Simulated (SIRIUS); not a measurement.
## TiB2 under changes of volume

One of the cells (8.723 Å³/atom); the others are scaled copies at fixed shape and fractional positions:

```
Ti B
1.0
     3.04926    0.00000    0.00000
    -1.52463    2.64074    0.00000
     0.00000    0.00000    3.24978
Ti B
1 2
Direct
  0.00000 0.00000 0.00000
  0.66667 0.33333 0.50000
  0.33333 0.66667 0.50000
```

| Property | Result |
| --- | --- |
| Program | SIRIUS 7.10.0 |
| Functional | PBE |
| Potentials or basis | PseudoDojo 0.4.1 PBE standard (scalar relativistic) |
| Cutoff | 1152 eV |
| Density cutoff | 4606 eV |
| k mesh | 10 × 10 × 8 |
| Occupations | fermi-dirac, width 0.05 eV |
| Spin | no spin polarisation |

| volume (Å³/atom) | energy over the lowest point (meV/atom) | pressure (GPa) |
| --- | --- | --- |
| 8.039 | ? | ? |
| 8.210 | 9.72 | 11.5 |
| 8.381 | 0.65 | 5.6 |
| 8.723 | 0.00 | -4.7 |
| 8.894 | 7.36 | -9.1 |
| 9.065 | 19.23 | -13.1 |

Task: What does the run at 8.039 Å³/atom give?

Result: Energy over the lowest point 25.43 meV/atom; pressure 18.0 GPa.

Worked out: A Birch-Murnaghan fit of order 3 (a polynomial in V^(-2/3)) to the other rows has its minimum at 8.56 Å³/atom with B0 = V·E''(V) = 255 GPa and B' = 3.8 at fixed shape and positions, which overstates the stiffness. It gives 25.42 meV/atom at 8.039 Å³/atom, against the run's 25.43, and -dE/dV = 18.0 GPa, against 18.0.

Energies are extrapolated to zero smearing.
